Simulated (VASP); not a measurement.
Data:

```
CsPbI3
1.0
    6.33475     0.00000     0.00000
    0.00000     6.33475     0.00000
    0.00000     0.00000     6.33475
Cs Pb I
1 1 3
Direct
  0.50000   0.50000   0.50000
  0.00000   0.00000   0.00000
  0.00000   0.00000   0.50000
  0.50000   0.00000   0.00000
  0.00000   0.50000   0.00000
```

Computed with HSE06 screened hybrid, VASP's PBE PAW potentials (set 64) (plane waves; VASP). Numerical set-up: 300 eV cut-off, 3×3×3 Γ-centred mesh, Gaussian smearing of 0.010 eV, potentials Cs_sv Pb_d I.

**Question.** Predict the energy per atom (σ→0).

**Answer.** 
```
Quantity                        Value
---------------------  --------------
energy per atom (σ→0)  -3.377 eV/atom
```

Only differences to runs with the same potentials and settings are physical.

The structure comes from a computed database's CsPbI3 entry; how it stands against other phases isn't given here. The cell was not relaxed at this level.
